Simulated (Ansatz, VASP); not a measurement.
Zr in VASP and in Ansatz

INCAR

```
ALGO     = Normal         # electronic algorithm
EDIFF    = 1E-6           # SCF threshold, eV
ENCUT    = 520            # plane-wave cutoff, eV
GGA      = PE             # functional
ISIF     = 2              # what is computed and relaxed
ISMEAR   = -1             # smearing method
LASPH    = True           # aspherical terms in the spheres
LCHARG   = False          # write CHGCAR
LREAL    = False          # projectors in reciprocal space
LWAVE    = False          # write WAVECAR
NBANDS   = 19             # bands
NELM     = 100            # most SCF steps
PREC     = Accurate       # precision mode
SIGMA    = 0.08           # smearing width, eV
```

The input KPOINTS:

```
k-points
0
Gamma
  13 13 7
```

The input POSCAR:

```
Zr
1.0
    3.2587101630      0.0000000000      0.0000000000
   -1.6293550814      2.8221257846      0.0000000000
    0.0000000000      0.0000000000      5.1895391192
Zr
2
Direct
    0.3333333333      0.6666666667      0.2500000000
    0.6666666667      0.3333333333      0.7500000000
```

Input for Ansatz:

```yaml
crystal:
  lattice:
    - [3.258710163, 0.0, 0.0]
    - [-1.6293550814, 2.8221257846, 0.0]
    - [0.0, 0.0, 5.1895391192]
  atoms:
    - { symbol: Zr, position: [0.3333333333, 0.6666666667, 0.25] }
    - { symbol: Zr, position: [0.6666666667, 0.3333333333, 0.75] }
kpoints:
  mp_grid: { grid: [13, 13, 7] }
scf:
  occupations: { method: fermi_dirac, width: 0.08 }
hamiltonian:
  xc: pbe
  pseudopotentials: { kind: all_electron, lapw: { basis_error: 0.001 } }
output:
  forces: true
  stress: true
  eigenvalues: true
```

Change from the starting cell: volume scaled by 1.025.

Alike in both runs: task single point; functional PBE; k mesh 13 × 13 × 7; occupations fermi-dirac, width 0.08 eV; no spin polarisation.

|  | VASP | Ansatz |
| --- | --- | --- |
| version | VASP 6.6.1 | Ansatz 0.2.0 |
| potentials or method | VASP PAW PBE potentials, release 64 (Zr_sv) | all-electron LAPW, scalar-relativistic |
| plane-wave cutoff (eV) | 520 | see its input |

|  | VASP | Ansatz | Ansatz less VASP |
| --- | --- | --- | --- |
| pressure (GPa) | -1.8 | -1.7 | +0.01 |
| largest component of the traceless stress (GPa) | 0.33 | 0.33 | +0.001 |

Ansatz ran all-electron here, so the differences hold the error of VASP's frozen core and of both bases.
